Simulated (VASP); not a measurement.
# Eu (Im-3m) in VASP: single point with PBE

Aim: the single point of Eu with PBE.

All numbers are computed with VASP 6.6.1; they aren't measurements. Logs are shortened: lines on timing, memory, paths and dates and some standing lists are left out, and cuts for length are marked.

### 1 The structure

It takes space group Im-3m (No. 229, cubic). Conventional cell: a = 4.388 Å, b = 4.388 Å, c = 4.388 Å, α = 90.00°, β = 90.00°, γ = 90.00°. Eu (site symmetry m-3m) has 8 Eu at 3.80 Å as nearest neighbours.

### 2 Single point, PBE, collinear spin, typed start

INCAR

```
PREC = Accurate ; ENCUT = 520
EDIFF = 1E-6 ; ISMEAR = 0
SIGMA = 0.05 ; LREAL = False
LASPH = True ; NELM = 150
ALGO = Normal ; ISIF = 2
LWAVE = False ; LCHARG = False
ISPIN = 2 ; MAGMOM = 7.72
LORBIT = 11 ; LMAXMIX = 6
GGA = PE ; NBANDS = 18
```

KPOINTS

```
Automatic mesh
0
Gamma
  14 14 14
```

POSCAR

```
Eu
1.0
   -2.1942365859      2.1942365859      2.1942365859
    2.1942365859     -2.1942365859      2.1942365859
    2.1942365859      2.1942365859     -2.1942365859
Eu
1
Direct
    0.0000000000      0.0000000000      0.0000000000
```

Potentials or basis: VASP PAW PBE potentials, release 64 (Eu).

Launch:

```
cat potpaw_PBE.64/Eu/POTCAR > POTCAR
mpirun -np 1 vasp_std > vasp.out
```

OUTCAR:

```text
PREC = Accurate
   ENCUT = 520
   EDIFF = 1E-6
   ISMEAR = 0
   LREAL = False
   LASPH = True
   NELM = 150
   ISIF = 2
   ISPIN = 2
   LORBIT = 11
   GGA = PE

 ion  position               nearest neighbor table
   1  0.000  0.000  0.000-

  LATTYP: Found a body centered cubic cell.
 ALAT       =     4.3884731718

  Lattice vectors:

 A1 = (  -2.1942365859,   2.1942365859,   2.1942365859)
 A2 = (   2.1942365859,  -2.1942365859,   2.1942365859)
 A3 = (   2.1942365859,   2.1942365859,  -2.1942365859)

Analysis of symmetry for initial positions (statically):
=====================================================================
 Subroutine PRICEL returns:
 Original cell was already a primitive cell.

 Routine SETGRP: Setting up the symmetry group for a
 body centered cubic supercell.

 Subroutine GETGRP returns: Found 48 space group operations
 (whereof 48 operations were pure point group operations)
 out of a pool of 48 trial point group operations.

The static configuration has the point symmetry O_h .

Analysis of symmetry for dynamics (positions and initial velocities):
=====================================================================
 Subroutine PRICEL returns:
 Original cell was already a primitive cell.

 Routine SETGRP: Setting up the symmetry group for a
 body centered cubic supercell.

 Subroutine GETGRP returns: Found 48 space group operations
 (whereof 48 operations were pure point group operations)
 out of a pool of 48 trial point group operations.

The dynamic configuration has the point symmetry O_h .

Analysis of structural, dynamic, and magnetic symmetry:
=====================================================================
 Subroutine PRICEL returns:
 Original cell was already a primitive cell.

 Routine SETGRP: Setting up the symmetry group for a
 body centered cubic supercell.

 Subroutine GETGRP returns: Found 48 space group operations
 (whereof 48 operations were pure point group operations)
 out of a pool of 48 trial point group operations.

The overall configuration has the point symmetry O_h .

 Subroutine INISYM returns: Found 48 space group operations
 (whereof 48 operations are pure point group operations),
 and found     1 'primitive' translations

----------------------------------------------------------------------------------------

                                     Primitive cell

  volume of cell :      42.2581

  direct lattice vectors                    reciprocal lattice vectors
    -2.194236586  2.194236586  2.194236586     0.000000000  0.227869685  0.227869685
     2.194236586 -2.194236586  2.194236586     0.227869685  0.000000000  0.227869685
     2.194236586  2.194236586 -2.194236586     0.227869685  0.227869685  0.000000000

  length of vectors
     3.800529251  3.800529251  3.800529251     0.322256399  0.322256399  0.322256399

  position of ions in fractional coordinates (direct lattice)
     0.000000000  0.000000000  0.000000000

  ion indices of the primitive-cell ions
   primitive index   ion index
                 1           1

----------------------------------------------------------------------------------------

 KPOINTS: Automatic mesh

Automatic generation of k-mesh.
 Grid dimensions read from file:
 generate k-points for:   14   14   14

 Generating k-lattice:

  Cartesian coordinates                     Fractional coordinates (reciprocal lattice)
     0.000000000  0.016276406  0.016276406     0.071428571  0.000000000  0.000000000
     0.016276406  0.000000000  0.016276406     0.000000000  0.071428571  0.000000000
     0.016276406  0.016276406  0.000000000     0.000000000  0.000000000  0.071428571

  Length of vectors
     0.023018314  0.023018314  0.023018314

  Shift w.r.t. Gamma in fractional coordinates (k-lattice)
     0.000000000  0.000000000  0.000000000

 Subroutine IBZKPT returns following result:
 ===========================================

 Found    104 irreducible k-points:

 Following reciprocal coordinates:
            Coordinates               Weight
  0.000000  0.000000  0.000000      1.000000
  0.071429  0.000000  0.000000     12.000000
  0.142857  0.000000  0.000000     12.000000
  0.214286  0.000000  0.000000     12.000000
  0.285714  0.000000  0.000000     12.000000
  0.357143  0.000000  0.000000     12.000000
[... 16 lines left out ...]
  0.285714  0.285714  0.000000     24.000000
  0.357143  0.285714 -0.000000     24.000000
 [... further k-points ...]
   k-points           NKPTS =    104   k-points in BZ     NKDIM =    104   number of bands    NBANDS=     18
   number of dos      NEDOS =    301   number of ions     NIONS =      1
   total plane-waves  NPLWV =  21952
   dimension x,y,z NGX =    28 NGY =   28 NGZ =   28
   dimension x,y,z NGXF=    56 NGYF=   56 NGZF=   56
   ions per type =               1
   NGX,Y,Z   is equivalent  to a cutoff of  12.25, 12.25, 12.25 a.u.
   NGXF,Y,Z  is equivalent  to a cutoff of  24.50, 24.50, 24.50 a.u.
 SYSTEM =  unknown system
   PREC   = accura    normal or accurate (medium, high low for compatibility)
   ISTART =      0    job   : 0-new  1-cont  2-samecut
   ICHARG =      2    charge: 1-file 2-atom 10-const
   ISPIN  =      2    spin polarized calculation?
   LNONCOLLINEAR =      F non collinear calculations
   LSORBIT =      F    spin-orbit coupling
   LASPH  =      T    aspherical Exc in radial PAW
   ENCUT  =  520.0 eV  38.22 Ry    6.18 a.u.   7.07  7.07  7.07*2*pi/ulx,y,z
   NELM   =    150;   NELMIN=  2; NELMDL= -5     # of ELM steps
   EDIFF  = 0.1E-05   stopping-criterion for ELM
   LREAL  =      F    real-space projection
   EDIFFG = 0.1E-04   stopping-criterion for IOM
   NSW    =      0    number of steps for IOM
   IBRION =     -1    ionic relax: 0-MD 1-quasi-New 2-CG
   NFREE  =      0    steps in history (QN), initial steepest desc. (CG)
   ISIF   =      2    stress and relaxation
   ISYM   =      2    0-nonsym 1-usesym 2-fastsym
   POTIM  = 0.5000    time-step for ionic-motion
   TEBEG  =    0.0;   TEEND  =   0.0 temperature during run
   PSTRESS=    0.0 pullay stress
   NELECT =      17.0000    total number of electrons
   NUPDOWN=      -1.0000    fix difference up-down
   EMIN   =  10.00;   EMAX   =-10.00  energy-range for DOS
   EFERMI =   0.00;   METHOD = LEGACY
   ISMEAR =     0;   SIGMA  =   0.05  broadening in eV -4-tet -1-fermi 0-gaus
   EFERMI_NEDOS =   21; number of points for ismear=-14 and -15
   IALGO  =     38    algorithm
   IMIX   =      4    mixing-type and parameters
     AMIX     =   0.40;   BMIX     =  1.00
     AMIX_MAG =   1.60;   BMIX_MAG =  1.00
  volume/ion in A,a.u.               =      42.26       285.17
  Fermi-wavevector in a.u.,A,eV,Ry     =   1.208521  2.283774 19.871636  1.460524
  Thomas-Fermi vector in A             =   2.344127
   LORBIT       =     11    0 simple, 1 ext, 2 COOP (PROOUT), +10 PAW based schemes
   GGA     = PE    functional components
   LHFCALC =     F    Hartree Fock is set to
   AEXX    =    0.0000 exact exchange contribution
   IVDW    =     0    specifies the selected vdW correction
   LEPSILON=     F    determine dielectric tensor
   LRPA    =     F    only Hartree local field effects (RPA)
 spin polarized calculation
 Gauss-broadening in eV      SIGMA  =   0.05
  energy-cutoff  :      520.00
  volume of cell :       42.26
 maximum number of plane-waves:      1157
   NGX = 15   NGY = 15   NGZ = 15

 number of electron      16.9999992 magnetization       7.2317027

 Free energy of the ion-electron system (eV)
  ---------------------------------------------------
  ext. energy  EPLUGINS =         0.00000000
  ---------------------------------------------------
  free energy    TOTEN  =       -11.43856482 eV

  energy without entropy =      -11.43703212  energy(sigma->0) =      -11.43779847

 E-fermi :   2.0970     XC(G=0):  -8.8119

 val. band max:        2.0968305160   @ k =  -0.4286   0.5000   0.2143
 cond. band min:       2.1069469014   @ k =  -0.4286   0.5000   0.2857
 fundamental gap:      0.0101163854
 Fermi energy:         2.0969567261

 spin component 1

 k-point     1 :       0.0000    0.0000    0.0000
  band No.  band energies     occupation
      1     -39.5496      1.00000
      2     -18.1073      1.00000
      3     -18.1073      1.00000
      4     -18.1073      1.00000
      5      -2.2585      1.00000
      6       1.5759      1.00000
[... 10 lines left out ...]
     17       5.6307      0.00000
     18      11.5667      0.00000

 k-point     2 :       0.0714    0.0000    0.0000
  band No.  band energies     occupation
      1     -39.5479      1.00000
      2     -18.1301      1.00000
      3     -18.1145      1.00000
      4     -18.1073      1.00000
      5      -2.1406      1.00000
      6       1.5747      1.00000
[... 10 lines left out ...]
     17       5.6362      0.00000
     18      11.6788      0.00000
[... 442 lines left out ...]
 k-point    24 :       0.3571    0.2857   -0.0000
  band No.  band energies     occupation
      1     -39.5114      1.00000
      2     -18.4407      1.00000
      3     -18.3739      1.00000
      4     -18.1614      1.00000
      5       1.3427      1.00000
      6       1.5742      1.00000
[... 10 lines left out ...]
     17       7.4972      0.00000
     18       9.2162      0.00000

 [... further k-points ...]

 spin component 2

 k-point     1 :       0.0000    0.0000    0.0000
  band No.  band energies     occupation
      1     -36.4316      1.00000
      2     -15.7890      1.00000
      3     -15.7890      1.00000
      4     -15.7890      1.00000
      5      -1.5466      1.00000
      6       4.8870      0.00000
[... 10 lines left out ...]
     17       6.7173      0.00000
     18      12.5801      0.00000

 k-point     2 :       0.0714    0.0000    0.0000
  band No.  band energies     occupation
      1     -36.4294      1.00000
      2     -15.8182      1.00000
      3     -15.7979      1.00000
      4     -15.7891      1.00000
      5      -1.4230      1.00000
      6       4.7608      0.00000
[... 10 lines left out ...]
     17       6.8086      0.00000
     18      12.6976      0.00000
[... 442 lines left out ...]
 k-point    24 :       0.3571    0.2857   -0.0000
  band No.  band energies     occupation
      1     -36.3816      1.00000
      2     -16.2094      1.00000
      3     -16.1248      1.00000
      4     -15.8572      1.00000
      5       2.3204      0.00000
      6       2.9925      0.00000
[... 10 lines left out ...]
     17       8.8244      0.00000
     18      10.5349      0.00000

 [... further k-points ...]

------------------------ aborting loop because EDIFF is reached ----------------------------------------

  FORCE on cell =-STRESS in cart. coord.  units (eV):
  Direction    XX          YY          ZZ          XY          YZ          ZX
  --------------------------------------------------------------------------------------
  -------------------------------------------------------------------------------------
  Total       -0.0762033     -0.0762033     -0.0762033      0.0000000      0.0000000     -0.0000000
  in kB       -2.8891770     -2.8891770     -2.8891770      0.0000000      0.0000000     -0.0000000
  external PRESSURE =      -2.8891770 kB  Pullay stress =       0.0000000 kB

 VOLUME and BASIS-vectors are now :
 -----------------------------------------------------------------------------
  energy-cutoff  :      520.00
  volume of cell :       42.26
      direct lattice vectors                 reciprocal lattice vectors
    -2.194236586  2.194236586  2.194236586     0.000000000  0.227869685  0.227869685
     2.194236586 -2.194236586  2.194236586     0.227869685  0.000000000  0.227869685
     2.194236586  2.194236586 -2.194236586     0.227869685  0.227869685  0.000000000

 POSITION                                       TOTAL-FORCE (eV/Angst)
 -----------------------------------------------------------------------------------
      0.00000      0.00000      0.00000         0.000000     -0.000000     -0.000000
 -----------------------------------------------------------------------------------
    total drift:                               -0.000000     -0.000000     -0.000000

  FREE ENERGIE OF THE ION-ELECTRON SYSTEM (eV)
  ---------------------------------------------------
  free  energy   TOTEN  =       -11.4385648230 eV

  energy  without entropy=      -11.4370321239  energy(sigma->0) =      -11.43779847

 total charge

# of ion       s       p       d       f       tot
--------------------------------------------------
    1        2.085   5.711   0.289   6.647  14.732

 magnetization (x)

# of ion       s       p       d       f       tot
--------------------------------------------------
    1       -0.004  -0.097   0.118   6.644   6.661
```

Wall time 3.5 min (1 thread of Intel Xeon Platinum 8559C (Emerald Rapids), shared host); peak memory 0.27 GiB.

Results:

```
Free energy                                           : -11.4386 eV
Pressure                                              : -0.3 GPa
Band gap on the k mesh                                : none (metal or under the smearing width)
Net moment                                            : 7.23 μB per cell
Site moments                                          : Eu +6.66 μB
Valence electrons inside the program's atomic spheres : Eu 14.73
```

Levels at points of the mesh, in eV from the Fermi level:
Spin up:
| k point | band 9 | band 10 | band 11 | band 12 | band 13 | band 14 | band 15 | band 16 |
| --- | --- | --- | --- | --- | --- | --- | --- | --- |
| (0.00, 0.00, 0.00) | -0.36 | -0.36 | -0.36 | -0.33 | 1.82 | 1.82 | 1.82 | 3.53 |
| (0.50, 0.00, 0.00) | -0.38 | -0.37 | -0.36 | -0.35 | 0.43 | 0.84 | 3.43 | 4.15 |
| (0.50, 0.50, 0.50) | -0.48 | -0.48 | -0.32 | -0.32 | -0.32 | 5.02 | 5.02 | 5.02 |
Spin down:
| k point | band 1 | band 2 | band 3 | band 4 | band 5 | band 6 | band 7 | band 8 | band 9 | band 10 |
| --- | --- | --- | --- | --- | --- | --- | --- | --- | --- | --- |
| (0.00, 0.00, 0.00) | -38.53 | -17.89 | -17.89 | -17.89 | -3.64 | 2.79 | 2.79 | 2.79 | 3.97 | 3.97 |
| (0.50, 0.00, 0.00) | -38.48 | -18.44 | -18.06 | -17.89 | -0.97 | 1.29 | 1.53 | 3.90 | 4.22 | 4.29 |
| (0.50, 0.50, 0.50) | -38.45 | -18.27 | -18.27 | -18.27 | -0.35 | -0.35 | 3.94 | 3.94 | 3.94 | 4.15 |

Caveat: spin-orbit coupling is left out, which moves the levels of the heavy elements. The state reached can hang on the start; a lower one may exist.
